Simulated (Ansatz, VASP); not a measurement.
## One calculation of P, two programs

```
CELL_PARAMETERS angstrom
3.25070 0.00000 0.00000
-1.62535 2.81519 0.00000
0.00000 0.00000 36.50482
ATOMIC_POSITIONS crystal
P 0.66667 0.33333 0.22093
P 0.33333 0.66667 0.18680
P 0.66667 0.33333 0.32694
P 0.00000 0.00000 0.36107
```

Alike in both runs: functional PBE; dispersion D3(BJ); k mesh 9 × 9 × 1; occupations gaussian, width 0.02 eV; no spin polarisation.

Ansatz relaxed the structure, and its values are those at the end. VASP's run is a single point on that final structure, the one shown.

```csv
,VASP,Ansatz
version,VASP 6.6.1,Ansatz 0.2.0
potentials or method,"VASP PAW PBE potentials, release 64 (P)","scalar-relativistic, plane waves, PAW"
plane-wave cutoff (eV),520,420
valence electrons in the cell,20,20
```

```csv
,VASP,Ansatz,Ansatz less VASP
gap on the k mesh at the Fermi level (eV),1.55,1.51,-0.041
least direct gap on the mesh (eV),1.90,1.86,-0.043
rms of the force components (eV/Å),0.053,0.000,-0.0526
```

Ansatz warned: «slab_cell_height_set».

A hybrid or GW would open this gap; PBE tends to underestimate it.
